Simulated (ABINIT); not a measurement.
Wanted: the native input for an ABINIT 10.8.3 (patched build) run.

```yaml
Task: band structure
Functional: TB-mBJ
Potentials_or_basis: JTH PAW LDA v2.0
Cutoff: 626 eV
k_mesh: 13 × 13 × 8
Occupations: fermi-dirac, width 0.05 eV
Spin: no spin polarisation
Fine-grid_cutoff: 1224.51 eV
```

The system is C.

```
CELL_PARAMETERS angstrom
2.12732 -1.22828 0.00000
2.12732 1.22828 0.00000
-1.37907 0.00000 3.50283
ATOMIC_POSITIONS crystal
C 0.16664 0.16664 0.99991
C 0.83336 0.83336 0.00009
```

This is a stacking variant of graphite.

These files were run (other wordings do the same):

run.abi

```
# Datasets: ground state, then fixed potential
ndtset 2

# Pseudopotentials
pp_dirpath "./"
pseudos "C.LDA_PW-JTH.xml"

# Structure
acell 3*1.0
rprim
     4.0200527600    -2.3211174153     0.0000000000
     4.0200527600     2.3211174153     0.0000000000
    -2.6060639092     0.0000000000     6.6193895097
ntypat 1
znucl 6
natom 2
typat 1 1
xred
     0.1666444700     0.1666444700     0.9999069600
     0.8333555300     0.8333555300     0.0000930400
chkprim 0
chksymtnons 0
tolsym 1.0e-6

# Plane-wave basis
ecut 625.861884 eV
pawecutdg 45.0
pawovlp 30

# Exchange and correlation
ixc -208012
usekden 1
pawxcdev 0

# Bands and occupations
occopt 3
tsmear 0.05 eV

# SCF cycle
nstep 100
diemix 0.3
optforces 0
optstress 0

# Output
iomode 3
prtwf 0
prteig 0
prtebands 0
prtden1 1
prtkden1 1

# Dataset 1
kptopt1 1
ngkpt1 13 13 8
nshiftk1 1
shiftk1 0.0 0.0 0.0
nband1 8
tolvrs1 1.0e-7

# Dataset 2: bands along G-Y-L-I
iscf2 -2
getden2 1
getkden2 1
nband2 14
nbdbuf2 4
tolwfr2 1.0e-11
kptopt2 -3
ndivsm2 8
prteig2 1
kptbounds2
     0.0000000000     0.0000000000     0.0000000000
     0.5000000000     0.5000000000    -1.0000000000
     0.5000000000     0.5000000000    -0.5000000000
     0.6935932999     0.3064067001    -0.5000000000
```

Potentials or basis: JTH PAW LDA v2.0.

The run is started by

```bash
$ abinit run.abi > log 2>&1
```

Results of the run:

```
Band gap on the k mesh  : 0.94 eV, indirect (least direct gap 0.96 eV)
Band gap along the path : 0.40 eV, direct
```

Caveat: the constant c of TB-mBJ comes from the pseudo density here, which moves gaps by up to 0.3 eV between sets of potentials; the mesh misses the band edges, which the band path finds closer together; the atomic spheres overlap.

It took 9.6 min on 1 thread of Arm Neoverse V2, with other jobs on the host, peak memory 0.15 GiB.
